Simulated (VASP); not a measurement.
# Co (P6_3/mmc) in VASP: further runs

The runs below take Co through relaxation of cell and atoms, with LDA.

All numbers are computed with VASP 6.6.1; they aren't measurements. Logs are shortened: lines on timing, memory, paths and dates and some standing lists are left out, and cuts for length are marked.

## Step 1: Starting point

The structure is hexagonal, space group P6_3/mmc (No. 194). The conventional cell has a = 2.507 Å, b = 2.507 Å, c = 4.070 Å, α = 90.00°, β = 90.00°, γ = 120.00°. Around Co (site symmetry -6m2) lie 12 Co at 2.50 to 2.51 Å.

## Step 2: Relaxation of cell and atoms, LDA, collinear spin, ferromagnetic start

INCAR

```
SYSTEM = Co
PREC = Accurate
ENCUT = 350
EDIFF = 1E-7
ISMEAR = 0
SIGMA = 0.1
LREAL = .FALSE.
LASPH = .TRUE.
NELM = 100
ALGO = Normal
ISIF = 3
LWAVE = .FALSE.
LCHARG = .FALSE.
ISPIN = 2
MAGMOM = 1.5 1.5
LORBIT = 11
LMAXMIX = 4
GGA = CA
IBRION = 2
NSW = 80
EDIFFG = -0.002
```

KPOINTS

```
Automatic mesh
0
G
  12 12 6
  0 0 0
```

POSCAR

```
Co
1.0
    2.5074000000      0.0000000000      0.0000000000
   -1.2537000000      2.1714721000      0.0000000000
    0.0000000000      0.0000000000      4.0699000000
Co
2
Direct
    0.3333333300      0.6666666700      0.2500000000
    0.6666666700      0.3333333300      0.7500000000
```

Potentials or basis: VASP PAW LDA potentials, release 64 (Co).

The run is started by

```sh
cat potpaw_LDA.64/Co/POTCAR > POTCAR
mpirun -np 1 vasp_std > vasp.out
```

OUTCAR:

```text
SYSTEM = Co
   PREC = Accurate
   ENCUT = 350
   EDIFF = 1E-7
   ISMEAR = 0
   LREAL = .FALSE.
   LASPH = .TRUE.
   NELM = 100
   ISIF = 3
   ISPIN = 2
   LORBIT = 11
   GGA = CA
   IBRION = 2
   NSW = 80
   EDIFFG = -0.002

 ion  position               nearest neighbor table
   1  0.333  0.667  0.250-   2 2.50   2 2.50   2 2.50   2 2.50   2 2.50   2 2.50
   2  0.667  0.333  0.750-   1 2.50   1 2.50   1 2.50   1 2.50   1 2.50   1 2.50

  LATTYP: Found a hexagonal cell.
 ALAT       =     2.5074000000
 C/A-ratio  =     1.6231554598

  Lattice vectors:

 A1 = (   2.5074000000,   0.0000000000,   0.0000000000)
 A2 = (  -1.2537000000,   2.1714721000,   0.0000000000)
 A3 = (   0.0000000000,   0.0000000000,   4.0699000000)

Analysis of symmetry for initial positions (statically):
=====================================================================
 Subroutine PRICEL returns:
 Original cell was already a primitive cell.

 Routine SETGRP: Setting up the symmetry group for a
 hexagonal supercell.

 Subroutine GETGRP returns: Found 24 space group operations
 (whereof 12 operations were pure point group operations)
 out of a pool of 24 trial point group operations.

The static configuration has the point symmetry D_3d.
 The point group associated with its full space group is D_6h.

Analysis of symmetry for dynamics (positions and initial velocities):
=====================================================================
 Subroutine PRICEL returns:
 Original cell was already a primitive cell.

 Routine SETGRP: Setting up the symmetry group for a
 hexagonal supercell.

 Subroutine GETGRP returns: Found 24 space group operations
 (whereof 12 operations were pure point group operations)
 out of a pool of 24 trial point group operations.

The dynamic configuration has the point symmetry D_3d.
 The point group associated with its full space group is D_6h.

Analysis of structural, dynamic, and magnetic symmetry:
=====================================================================
 Subroutine PRICEL returns:
 Original cell was already a primitive cell.

 Routine SETGRP: Setting up the symmetry group for a
 hexagonal supercell.

 Subroutine GETGRP returns: Found 24 space group operations
 (whereof 12 operations were pure point group operations)
 out of a pool of 24 trial point group operations.

The overall configuration has the point symmetry D_3d.
 The point group associated with its full space group is D_6h.

 Subroutine INISYM returns: Found 24 space group operations
 (whereof 12 operations are pure point group operations),
 and found     1 'primitive' translations

----------------------------------------------------------------------------------------

                                     Primitive cell

  volume of cell :      22.1596

  direct lattice vectors                    reciprocal lattice vectors
     2.507400000  0.000000000  0.000000000     0.398819494  0.230258542  0.000000000
    -1.253700000  2.171472100  0.000000000     0.000000000  0.460517084  0.000000000
     0.000000000  0.000000000  4.069900000     0.000000000  0.000000000  0.245706283

  length of vectors
     2.507400000  2.507400002  4.069900000     0.460517085  0.460517084  0.245706283

  position of ions in fractional coordinates (direct lattice)
     0.333333330  0.666666670  0.250000000
     0.666666670  0.333333330  0.750000000

  ion indices of the primitive-cell ions
   primitive index   ion index
                 1           1
                 2           2

----------------------------------------------------------------------------------------

 KPOINTS: Automatic mesh

Automatic generation of k-mesh.
 Grid dimensions read from file:
 generate k-points for:   12   12    6

 Generating k-lattice:

  Cartesian coordinates                     Fractional coordinates (reciprocal lattice)
     0.033234958  0.019188212  0.000000000     0.083333333  0.000000000  0.000000000
     0.000000000  0.038376424  0.000000000     0.000000000  0.083333333  0.000000000
     0.000000000  0.000000000  0.040951047     0.000000000  0.000000000  0.166666667

  Length of vectors
     0.038376424  0.038376424  0.040951047

  Shift w.r.t. Gamma in fractional coordinates (k-lattice)
     0.000000000  0.000000000  0.000000000

 Subroutine IBZKPT returns following result:
 ===========================================

 Found     76 irreducible k-points:

 Following reciprocal coordinates:
            Coordinates               Weight
  0.000000  0.000000  0.000000      1.000000
  0.083333  0.000000  0.000000      6.000000
  0.166667  0.000000  0.000000      6.000000
  0.250000  0.000000  0.000000      6.000000
  0.333333  0.000000  0.000000      6.000000
  0.416667 -0.000000  0.000000      6.000000
[... 16 lines left out ...]
  0.250000  0.000000  0.166667     12.000000
  0.333333  0.000000  0.166667     12.000000
 [... further k-points ...]
   k-points           NKPTS =     76   k-points in BZ     NKDIM =     76   number of bands    NBANDS=     15
   number of dos      NEDOS =    301   number of ions     NIONS =      2
   total plane-waves  NPLWV =   7168
   dimension x,y,z NGX =    16 NGY =   16 NGZ =   28
   dimension x,y,z NGXF=    32 NGYF=   32 NGZF=   56
   ions per type =               2
   NGX,Y,Z   is equivalent  to a cutoff of  10.61, 10.61, 11.44 a.u.
   NGXF,Y,Z  is equivalent  to a cutoff of  21.22, 21.22, 22.87 a.u.
 SYSTEM =  Co
   PREC   = accura    normal or accurate (medium, high low for compatibility)
   ISTART =      0    job   : 0-new  1-cont  2-samecut
   ICHARG =      2    charge: 1-file 2-atom 10-const
   ISPIN  =      2    spin polarized calculation?
   LNONCOLLINEAR =      F non collinear calculations
   LSORBIT =      F    spin-orbit coupling
   LASPH  =      T    aspherical Exc in radial PAW
   ENCUT  =  350.0 eV  25.72 Ry    5.07 a.u.   3.82  3.82  6.21*2*pi/ulx,y,z
   NELM   =    100;   NELMIN=  2; NELMDL= -5     # of ELM steps
   EDIFF  = 0.1E-06   stopping-criterion for ELM
   LREAL  =      F    real-space projection
   EDIFFG = -.2E-02   stopping-criterion for IOM
   NSW    =     80    number of steps for IOM
   IBRION =      2    ionic relax: 0-MD 1-quasi-New 2-CG
   NFREE  =      1    steps in history (QN), initial steepest desc. (CG)
   ISIF   =      3    stress and relaxation
   ISYM   =      2    0-nonsym 1-usesym 2-fastsym
   POTIM  = 0.5000    time-step for ionic-motion
   TEBEG  =    0.0;   TEEND  =   0.0 temperature during run
   PSTRESS=    0.0 pullay stress
   NELECT =      18.0000    total number of electrons
   NUPDOWN=      -1.0000    fix difference up-down
   EMIN   =  10.00;   EMAX   =-10.00  energy-range for DOS
   EFERMI =   0.00;   METHOD = LEGACY
   ISMEAR =     0;   SIGMA  =   0.10  broadening in eV -4-tet -1-fermi 0-gaus
   EFERMI_NEDOS =   21; number of points for ismear=-14 and -15
   IALGO  =     38    algorithm
   IMIX   =      4    mixing-type and parameters
     AMIX     =   0.40;   BMIX     =  1.00
     AMIX_MAG =   1.60;   BMIX_MAG =  1.00
  volume/ion in A,a.u.               =      11.08        74.77
  Fermi-wavevector in a.u.,A,eV,Ry     =   1.527490  2.886538 31.745475  2.333227
  Thomas-Fermi vector in A             =   2.635379
   LORBIT       =     11    0 simple, 1 ext, 2 COOP (PROOUT), +10 PAW based schemes
   GGA     = CA    functional components
   LHFCALC =     F    Hartree Fock is set to
   AEXX    =    0.0000 exact exchange contribution
   IVDW    =     0    specifies the selected vdW correction
   LEPSILON=     F    determine dielectric tensor
   LRPA    =     F    only Hartree local field effects (RPA)
 conjugate gradient relaxation of ions
 spin polarized calculation
 Gauss-broadening in eV      SIGMA  =   0.10
  energy-cutoff  :      350.00
  volume of cell :       22.16
 maximum number of plane-waves:       342
 NGX is ok and might be reduce to    16
   NGX =  7   NGY =  7   NGZ = 13

--------------------------------------- Ionic step        1  -------------------------------------------

 number of electron      18.0000000 magnetization       3.1014333

 Free energy of the ion-electron system (eV)
  ---------------------------------------------------
  ext. energy  EPLUGINS =         0.00000000
  ---------------------------------------------------
  free energy    TOTEN  =       -16.09100568 eV

  energy without entropy =      -16.07980851  energy(sigma->0) =      -16.08540709

 E-fermi :   9.5998     XC(G=0): -13.6169

 val. band max:        9.5971377817   @ k =   0.1667   0.1667   0.5000
 cond. band min:       9.6024877966   @ k =   0.2500   0.0000   0.0000
 fundamental gap:      0.0053500149
 Fermi energy:         9.5997867084

 spin component 1

 k-point     1 :       0.0000    0.0000    0.0000
  band No.  band energies     occupation
      1       0.8257      1.00000
      2       4.6568      1.00000
      3       7.1665      1.00000
      4       7.2135      1.00000
      5       7.2135      1.00000
      6       7.5156      1.00000
      7       7.5156      1.00000
      8       7.8833      1.00000
      9       7.8833      1.00000
     10       8.9558      1.00000
     11       8.9558      1.00000
     12       9.5110      0.89547
     13      15.8107      0.00000
     14      31.4661      0.00000
     15      33.7614      0.00000
[... 1124 lines left out ...]
 POSITION                                       TOTAL-FORCE (eV/Angst)
 -----------------------------------------------------------------------------------
     -0.00000      1.39977      0.97535        -0.000000      0.000000      0.000000
      1.21223      0.69988      2.92604         0.000000     -0.000000      0.000000
 -----------------------------------------------------------------------------------
    total drift:                                0.000000     -0.000000     -0.000000

  FREE ENERGIE OF THE ION-ELECTRON SYSTEM (eV)
  ---------------------------------------------------
  free  energy   TOTEN  =       -16.2796758513 eV

  energy  without entropy=      -16.2737490901  energy(sigma->0) =      -16.27671247

--------------------------------------- Ionic step        9  -------------------------------------------

 number of electron      18.0000009 magnetization       2.9386433

 Free energy of the ion-electron system (eV)
  ---------------------------------------------------
  ext. energy  EPLUGINS =         0.00000000
  ---------------------------------------------------
  free energy    TOTEN  =       -16.27968222 eV

  energy without entropy =      -16.27374037  energy(sigma->0) =      -16.27671130

 E-fermi :  11.2166     XC(G=0): -14.2643

 val. band max:       11.2064119862   @ k =   0.4167   0.1667   0.5000
 cond. band min:      11.2297879182   @ k =   0.2500   0.0833   0.3333
 fundamental gap:      0.0233759320
 Fermi energy:        11.2166351848

 spin component 1

 k-point     1 :       0.0000    0.0000    0.0000
  band No.  band energies     occupation
      1       1.7970      1.00000
      2       5.7423      1.00000
      3       8.6587      1.00000
      4       8.6610      1.00000
      5       8.6610      1.00000
      6       9.0353      1.00000
      7       9.0353      1.00000
      8       9.4318      1.00000
      9       9.4318      1.00000
     10      10.7354      1.00000
     11      10.7354      1.00000
     12      11.1691      0.74941
     13      18.5657      0.00000
     14      33.8914      0.00000
     15      37.2675      0.00000
[... 872 lines left out ...]
 POSITION                                       TOTAL-FORCE (eV/Angst)
 -----------------------------------------------------------------------------------
     -0.00000      1.39969      0.97580         0.000000     -0.000000      0.000000
      1.21217      0.69984      2.92739        -0.000000      0.000000      0.000000
 -----------------------------------------------------------------------------------
    total drift:                                0.000000     -0.000000     -0.000000

  FREE ENERGIE OF THE ION-ELECTRON SYSTEM (eV)
  ---------------------------------------------------
  free  energy   TOTEN  =       -16.2796822237 eV

  energy  without entropy=      -16.2737403717  energy(sigma->0) =      -16.27671130

 reached required accuracy - stopping structural energy minimisation

 total charge

# of ion       s       p       d       tot
------------------------------------------
    1        0.526   0.597   7.339   8.463
    2        0.526   0.597   7.339   8.463
--------------------------------------------------
tot          1.053   1.194  14.678  16.925

 magnetization (x)

# of ion       s       p       d       tot
------------------------------------------
    1       -0.014  -0.039   1.514   1.461
    2       -0.014  -0.039   1.514   1.461
--------------------------------------------------
tot         -0.027  -0.077   3.027   2.923
```

It took 2.4 min on 1 thread of Intel Xeon Platinum 8259CL at 2.50GHz (Skylake/Cascade Lake), shared host; peak memory 0.14 GiB.

What came out:

* Free energy: -16.2797 eV
* Relaxed volume: 9.93 Å³/atom
* Relaxed cell: a = 2.424 Å, b = 2.424 Å, c = 3.903 Å, α = 90.00°, β = 90.00°, γ = 120.00°
* Space group after relaxing (to 0.05 Å): P6_3/mmc (No. 194)
* Energy gained by relaxing: 94.3 meV/atom
* Ionic steps: 9
* Pressure after relaxing: 0.0 GPa
* Band gap on the k mesh: none (metal or under the smearing width)
* Net moment: 2.94 μB per cell
* Site moments: Co +1.46 μB
* Valence electrons inside the program's atomic spheres: Co 8.46

The path:
```csv
step,energy change (eV),largest force (eV/Å),pressure (GPa),volume (Å³)
1,0.0000,0.0000,-22.98,22.16
2,0.1203,0.0000,42.20,17.44
3,-0.1879,0.0000,-1.50,19.97
4,-0.1884,0.0000,0.00,19.87
5,-0.1883,0.0000,0.64,19.82
6,-0.1885,0.0000,-0.82,19.92
7,-0.1886,0.0000,-0.28,19.89
8,-0.1887,0.0000,0.10,19.86
9,-0.1887,0.0000,0.00,19.87
```

Final structure:
```yaml
crystal:
  lattice:
    - [2.42433, 0.00000, 0.00000]
    - [-1.21217, 2.09953, 0.00000]
    - [0.00000, 0.00000, 3.90318]
  atoms:
    - { symbol: Co, position: [0.33333, 0.66667, 0.25000] }
    - { symbol: Co, position: [0.66667, 0.33333, 0.75000] }
```

Levels at points of the mesh, in eV from the Fermi level:
Spin up:
```csv
k point,band 6,band 7,band 8,band 9,band 10,band 11,band 12,band 13,band 14,band 15
"(0.00, 0.00, 0.00)",-2.18,-2.18,-1.78,-1.78,-0.48,-0.48,-0.05,7.35,22.67,26.05
"(0.50, 0.00, 0.00)",-2.46,-2.08,-0.35,-0.21,-0.17,1.69,3.88,10.48,11.22,13.73
"(0.00, 0.00, 0.50)",-2.64,-2.64,-2.64,-0.84,-0.84,-0.84,-0.84,16.22,16.22,23.45
"(0.50, 0.00, 0.50)",-1.63,-0.83,-0.83,-0.24,-0.24,1.81,1.81,8.19,8.19,19.47
```
Spin down:
| k point | band 4 | band 5 | band 6 | band 7 | band 8 | band 9 | band 10 | band 11 |
| --- | --- | --- | --- | --- | --- | --- | --- | --- |
| (0.00, 0.00, 0.00) | -1.21 | -1.20 | -0.79 | -0.79 | -0.34 | -0.34 | 0.13 | 1.06 |
| (0.50, 0.00, 0.00) | -1.92 | -1.40 | -1.22 | -0.77 | 1.20 | 1.37 | 1.39 | 2.81 |
| (0.00, 0.00, 0.50) | -1.77 | -1.29 | -1.29 | -1.29 | -1.29 | 0.68 | 0.68 | 0.68 |
| (0.50, 0.00, 0.50) | -2.74 | -0.20 | -0.20 | 0.30 | 0.30 | 1.31 | 1.31 | 2.48 |

Caveat: the volume moved by -10 % from the deposited cell, more than functionals usually miss. Zero-point motion and thermal expansion aren't in these numbers.

## Step 3: Relaxation of cell and atoms, LDA, collinear spin, ferromagnetic start

This run uses another cell than the first one, of 9.93 Å³/atom, 0.897 times its volume.

INCAR is that of step 2.

KPOINTS is that of step 2.

POSCAR

```
Co                                      
1.0
    2.4243314086     -0.0000000000     -0.0000000000
   -1.2121657043      2.0995325893     -0.0000000000
    0.0000000000      0.0000000000      3.9031827395
  Co            
     2
Direct
     0.3333333300000021    0.6666666699999979    0.2500000000000000
     0.6666666699999979    0.3333333300000021    0.7500000000000000
```

Potentials or basis: VASP PAW LDA potentials, release 64 (Co).

The run is started by

```sh
cat potpaw_LDA.64/Co/POTCAR > POTCAR
mpirun -np 1 vasp_std > vasp.out
```

Wall time 44 s (1 thread of Intel Xeon Platinum 8259CL at 2.50GHz (Skylake/Cascade Lake), shared host); peak memory 0.13 GiB.

It converged, with:

- Free energy: -16.2726 eV
- Relaxed volume: 9.94 Å³/atom
- Relaxed cell: a = 2.425 Å, b = 2.425 Å, c = 3.904 Å, α = 90.00°, β = 90.00°, γ = 120.00°
- Space group after relaxing (to 0.05 Å): P6_3/mmc (No. 194)
- Energy gained by relaxing: 0.0 meV/atom
- Ionic steps: 3
- Pressure after relaxing: 0.0 GPa
- Band gap on the k mesh: none (metal or under the smearing width)
- Net moment: 2.94 μB per cell
- Site moments: Co +1.46 μB
- Valence electrons inside the program's atomic spheres: Co 8.46

Final structure:
```
Co
1.0
     2.42479    0.00000    0.00000
    -1.21240    2.09993    0.00000
     0.00000    0.00000    3.90391
Co
2
Direct
  0.33333 0.66667 0.25000
  0.66667 0.33333 0.75000
```

Levels at points of the mesh, in eV from the Fermi level:
Spin up:
| k point | band 7 | band 8 | band 9 | band 10 | band 11 | band 12 | band 13 | band 14 |
| --- | --- | --- | --- | --- | --- | --- | --- | --- |
| (0.00, 0.00, 0.00) | -2.18 | -1.78 | -1.78 | -0.48 | -0.48 | -0.05 | 7.34 | 22.67 |
| (0.50, 0.00, 0.00) | -2.08 | -0.35 | -0.21 | -0.17 | 1.69 | 3.87 | 10.47 | 11.21 |
| (0.00, 0.00, 0.50) | -2.64 | -2.64 | -0.84 | -0.84 | -0.84 | -0.84 | 16.21 | 16.21 |
| (0.50, 0.00, 0.50) | -0.83 | -0.83 | -0.24 | -0.24 | 1.81 | 1.81 | 8.18 | 8.18 |
Spin down:
| k point | band 3 | band 4 | band 5 | band 6 | band 7 | band 8 | band 9 | band 10 | band 11 | band 12 |
| --- | --- | --- | --- | --- | --- | --- | --- | --- | --- | --- |
| (0.00, 0.00, 0.00) | -1.21 | -1.21 | -1.20 | -0.79 | -0.79 | -0.34 | -0.34 | 0.12 | 1.06 | 1.06 |
| (0.50, 0.00, 0.00) | -3.70 | -1.92 | -1.40 | -1.22 | -0.76 | 1.20 | 1.37 | 1.39 | 2.81 | 4.78 |
| (0.00, 0.00, 0.50) | -1.77 | -1.77 | -1.29 | -1.29 | -1.29 | -1.29 | 0.68 | 0.68 | 0.68 | 0.68 |
| (0.50, 0.00, 0.50) | -2.73 | -2.73 | -0.20 | -0.20 | 0.30 | 0.30 | 1.31 | 1.31 | 2.48 | 2.48 |
